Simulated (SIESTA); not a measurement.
Crystal: CoO.

```
Co O
1.0
    -1.50800    1.50800    2.10725
     1.50800   -1.50800    2.10725
     1.50800    1.50800   -2.10725
Co O
1 1
Cartesian
  0.0000 0.0000 0.0000
  0.0000 0.0000 2.1072
```

Alike in all runs: program SIESTA 5.4.2; functional PBEsol; potentials or basis PseudoDojo 0.4 standard (PBEsol files); basis DZP (energy shift 0.003 Ry; two zetas on semicore shells); grid cutoff 800 Ry; energy shift 0.003 Ry; k mesh 12 × 12 × 12; occupations fermi-dirac, width 0.05 eV.

Starts and where they ended:

| start | free energy over the lowest (meV/atom) | net moment (μB) | site or absolute moments (μB) | gap |
| --- | --- | --- | --- | --- |
| collinear spin, fm_larger start of up to 3.5 μB | 0.0 | 2.96 | Co +2.59; O +0.37 | none (metal or under the smearing width) |
| collinear spin, zero start | 263.9 | 0.00 | - | none (metal or under the smearing width) |
| collinear spin, ferromagnetic start of up to 2 μB | 0.0 | 2.96 | Co +2.59; O +0.37 | none (metal or under the smearing width) |

The spin-polarised runs without a constraint all converged, yet they end up to 264 meV/atom apart: a converged run can sit in a state that isn't the lowest. A still lower state may exist.

Caveats: the basis of atomic orbitals isn't converged, which shifts pressures, moduli and gaps; semilocal functionals often make such compounds metallic where correlation or magnetic order opens a gap, which also shifts bond lengths; a cell with one magnetic atom can't hold antiferromagnetic order, which such compounds often take (some runs).
